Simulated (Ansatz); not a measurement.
A plane-wave DFT run in Ansatz 0.2.0 (scalar-relativistic PAW potentials unless the input names others): input and command.

```yaml
crystal:
  lattice:
    - [0.0, 5.1858503, 5.1858503]
    - [5.1858503, 0.0, 5.1858503]
    - [5.1858503, 5.1858503, 0.0]
  atoms:
    - { symbol: Be, position: [0.0, 0.0, 0.0] }
    - { symbol: Te, position: [0.25, 0.25, 0.25] }
basis:
  ecutwfc: 420
kpoints:
  mp_grid: { grid: [8, 8, 8] }
hamiltonian:
  xc: pbe
scf:
  occupations: { method: gaussian, width: 0.02 }
  max_iter: 50
output:
  forces: true
  eigenvalues: true
  stress: true
```

```bash
ansatz run input.yaml --threads 1 --pin off --max-ram 2560MiB --backend cpu --events-out ev --progress --plain --runs-dir out
```

Abridged log:
```
Pseudopotentials: kind: paw
Pseudopotential: Be, paw, valence charge 2, recommended cutoff 420 eV (normal)
Pseudopotential: Te, paw, valence charge 16, recommended cutoff 420 eV (normal)
Functional definition: PBE
Crystal: 2 atoms, lattice volume = 278.927 Å³
Basis set: ecut = 420 eV, 5577 PW (Γ), exchange–correlation on 100×100×100 points (8 copies of the dense FFT grid, shifted against one another)
Bands: 13, of which v1, the nominal top of the filled ones, is band 9 counted from 1 (8 counted from 0)
Symmetry: 24 space group operations
Space group: F-43m (ITA 216), of the structure as read, at distance tolerance 6.5e-5 Å
k-points: 29 of 512 (time reversal used)
Initial density: superposition of atomic densities (neutral atoms: chi_scale 0, normalization atom), corrected by the library's trained network
Initial wavefunctions: pseudopotential atomic-orbital guess
Functional: x = pbe(κ = 0.804, μ = 0.21951497), c = pbe(β = 0.06672455)
SCF iter   1: F=—  HF=-7066.600202 eV  |F-HF|=—  |Δ(HF+E_count)|=         —  Δρ=1.91e-3  dr2=5.51e-2  ethr=1.77e-3  ⟨swp⟩=10.4  Hψ=2886  notcnv=0
SCF iter   2: F=—  HF=-7066.607839 eV  |F-HF|=—  |Δ(HF+E_count)|=   7.64e-3  Δρ=1.97e-3  dr2=5.91e-2  ethr=3.06e-4  ⟨swp⟩=3.0  Hψ=887  notcnv=0
SCF iter   3: F=—  HF=-7066.597573 eV  |F-HF|=—  |Δ(HF+E_count)|=   1.03e-2  Δρ=5.35e-4  dr2=3.51e-3  ethr=3.06e-4  ⟨swp⟩=2.0  Hψ=489  notcnv=0
SCF iter   4: F=—  HF=-7066.599447 eV  |F-HF|=—  |Δ(HF+E_count)|=   1.87e-3  Δρ=1.68e-4  dr2=3.97e-4  ethr=1.95e-5  ⟨swp⟩=2.7  Hψ=636  notcnv=0
SCF iter   5: F=—  HF=-7066.599475 eV  |F-HF|=—  |Δ(HF+E_count)|=   2.84e-5  Δρ=6.65e-5  dr2=5.29e-5  ethr=2.20e-6  ⟨swp⟩=2.0  Hψ=527  notcnv=0
SCF iter   6: F=—  HF=-7066.599480 eV  |F-HF|=—  |Δ(HF+E_count)|=   4.85e-6  Δρ=3.02e-5  dr2=1.16e-5  ethr=2.94e-7  ⟨swp⟩=1.7  Hψ=398  notcnv=0
SCF iter   7: F=—  HF=-7066.599479 eV  |F-HF|=—  |Δ(HF+E_count)|=   1.44e-6  Δρ=4.52e-6  dr2=1.74e-7  ethr=6.43e-8  ⟨swp⟩=2.0  Hψ=408  notcnv=0
SCF iter   8: F=-7066.599479 eV  HF=-7066.599479 eV  |F-HF|=2.47e-8  |Δ(HF+E_count)|=   5.13e-7  Δρ=6.54e-7  dr2=3.71e-9  ethr=5.56e-10  ⟨swp⟩=5.3  Hψ=1620  notcnv=0
SCF 1 converged in 8 iterations: F = -7066.599479 eV  dr2 = 3.71e-9
SCF converged after 8 iterations
Free energy (F): -7066.599479 eV
Harris-Foulkes:  -7066.599479 eV  (|F-HF|=2.47e-8)
Internal energy: -7066.599025 eV  (E = F + TS)
E sigma→0 (E₀):  -7066.599252 eV
Entropy (-TS):   -0.000454 eV (-0.227 meV/atom)
Fermi energy:    -3.445282 eV
--- Forces (eV/Å), atoms counted from 1 ---
  atom   1  Be     0.00000000     0.00000000     0.00000000
  atom   2  Te     0.00000000     0.00000000     0.00000000
--- Stress (GPa, compression-positive) ---
       -1.019507       0.000000       0.000000
        0.000000      -1.019507       0.000000
        0.000000       0.000000      -1.019507
  P = ⅓ Tr σ = -1.0195 GPa (-10.195 kbar)
```

Problem. The run was meant for a cell not far from equilibrium. What should be changed?

Solution. The fault is a lattice typed in bohr (lattice vectors times 1.890). Setting it back cures it. The run converged all the same, with an energy at zero smearing 3.4 eV/atom above the reference's, pressure -1.02 GPa, largest force 0.000 eV/Å, no gap on the mesh, so convergence alone doesn't show that an input is right. A reference run of the cell with lattice vectors 0.0000 2.7442 2.7442; 2.7442 0.0000 2.7442; 2.7442 2.7442 0.0000 Å and the atoms in their places converged with pressure 6.43 GPa, largest force 0.000 eV/Å, gap on the mesh 1.79 eV.

It took 8.1 s on 1 thread of Arm Neoverse V2, with other jobs on the host, peak memory 0.44 GiB.